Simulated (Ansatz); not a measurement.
Tc:

```xyz
2
Lattice="2.7400 0.0000 0.0000 -1.3700 2.3729 0.0000 0.0000 0.0000 4.3980" Properties=species:S:1:pos:R:3 pbc="T T T"
Tc    1.3700    0.7910    3.2985
Tc    0.0000    1.5819    1.0995
```

* Program: Ansatz 0.2.0
* Task: relaxation of cell and atoms
* Functional: PBEsol
* Dispersion: D3(BJ)-ATM
* Potentials or basis: Ansatz PAW earlier set
* Cutoff: 500 eV (not typed: the program's choice for these potentials)
* k mesh: 11 × 11 × 6
* Occupations: fermi-dirac, width 0.05 eV
* Spin: no spin polarisation

At the start: volume 14.30 Å³/atom.

Task: Where does the relaxation end?

Result: It ends after 4 steps and the volume is 13.76 Å³/atom (-3.7 %); space group P6_3/mmc (No. 194, to 0.05 Å).

The path:
```tsv
step	energy change (eV)	largest force (eV/Å)	volume (Å³)
1	0.0000	0.0000	28.59
2	-0.0407	0.0000	27.64
3	-0.0411	0.0000	27.53
4	-0.0411	0.0000	27.53
```

Final structure:
```
Tc
1.0
     2.70574    0.00000    0.00000
    -1.35287    2.34324    0.00000
     0.00000    0.00000    4.34210
Tc
2
Direct
  0.66667 0.33333 0.75000
  0.33333 0.66667 0.25000
```

Caveat: the plane-wave basis is chosen anew once the cell has moved, so the energies of steps on either side of that aren't comparable; pairwise dispersion overbinds metals, which lowers pressure and volume; the PAW data sets come from PBE, with cores solved anew for the run's functional, which leaves a small shift of forces and pressure.
